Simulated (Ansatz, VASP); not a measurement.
# Ti in VASP and in Ansatz

```
Ti
1.0
    -1.37073    1.37073    1.84829
     1.37073   -1.37073    1.84829
     1.37073    1.37073   -1.84829
Ti
1
Direct
  0.00000 0.00000 0.00000
```

Alike in both runs: task single point; functional PBEsol; k mesh 22 × 22 × 22; occupations gaussian, width 0.15 eV; no spin polarisation.

```csv
,VASP,Ansatz
version,VASP 6.6.1,Ansatz 0.2.0
potentials or method,"VASP PAW PBE potentials, release 64 (Ti_sv)","scalar-relativistic, plane waves, PAW"
plane-wave cutoff (eV),520,520
valence electrons in the cell,12,12
```

|  | VASP | Ansatz | Ansatz less VASP |
| --- | --- | --- | --- |
| gap on the k mesh at the Fermi level (eV) | none | none | - |
| pressure (GPa) | 27.6 | 28.3 | +0.67 |
| largest component of the traceless stress (GPa) | 0.96 | 0.93 | -0.035 |

A gap of «none» marks a metal or a gap that the smearing closes. Ansatz warned: «pseudo_functional_mismatch».

Caveats: so large a pressure means that the cell lies far from this level's equilibrium, or that cutoff or potentials fall short (VASP); the potentials were made for another functional, which shifts forces and pressure (VASP).
